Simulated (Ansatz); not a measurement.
Al$_{3}$Cu: what symmetry allows forces and stress to be

```xyz
4
Lattice="2.7761 0.0000 0.0000 0.0000 2.7761 0.0000 0.0000 0.0000 7.6199" Properties=species:S:1:pos:R:3 pbc="T T T"
Al    0.0000    0.0000    3.8099
Al    1.3880    1.3880    1.8664
Al    1.3880    1.3880    5.7535
Cu    0.0000    0.0000    0.0000
```

Level of theory: DFT PBEsol, scalar-relativistic, plane waves, PAW (Ansatz 0.2.0).

Plane waves to 420 eV, a k mesh through Γ of 16×16×6 on the computed 4-atom cell and Gaussian smearing (0.10 eV); no spin polarisation.

This distorted cell has space group P4/mmm, with 16 operations.

Without a calculation: in which directions can each atom feel a force?

A force must be left unchanged by every operation that keeps its atom in place, so it lies in the space that those operations leave fixed. Atoms that the group maps onto each other feel forces of one size.
```json
{"atom": "Al1", "site symmetry": "4/mmm", "operations at the site": "16", "equivalent to atom": "1", "allowed force (Cartesian)": "none"}
{"atom": "Al2", "site symmetry": "4mm", "operations at the site": "8", "equivalent to atom": "2", "allowed force (Cartesian)": "along (0.00, 0.00, 1.00)"}
{"atom": "Al3", "site symmetry": "4mm", "operations at the site": "8", "equivalent to atom": "2", "allowed force (Cartesian)": "along (0.00, 0.00, 1.00)"}
{"atom": "Cu4", "site symmetry": "4/mmm", "operations at the site": "16", "equivalent to atom": "4", "allowed force (Cartesian)": "none"}
```

That leaves 1 independent force component of 12. A relaxation in this cell that keeps the symmetry moves the atoms in these directions alone.

And the stress tensor?

It must be invariant under the point group, which leaves 2 independent components: yz, xz, xy vanish; xx = yy.

Do the computed values obey this?

Yes. Forces (eV/Å):
```
Al1  0.000  0.000  0.000
Al2  0.000  0.000 -0.952
Al3  0.000  0.000  0.952
Cu4  0.000  0.000  0.000
```

Stress (GPa, compression positive, xx yy zz yz xz xy): -0.01 -0.01 -1.27 0.00 0.00 0.00. The program imposes the same operations on density, forces and stress, so this confirms the analysis and is no independent test of the calculation.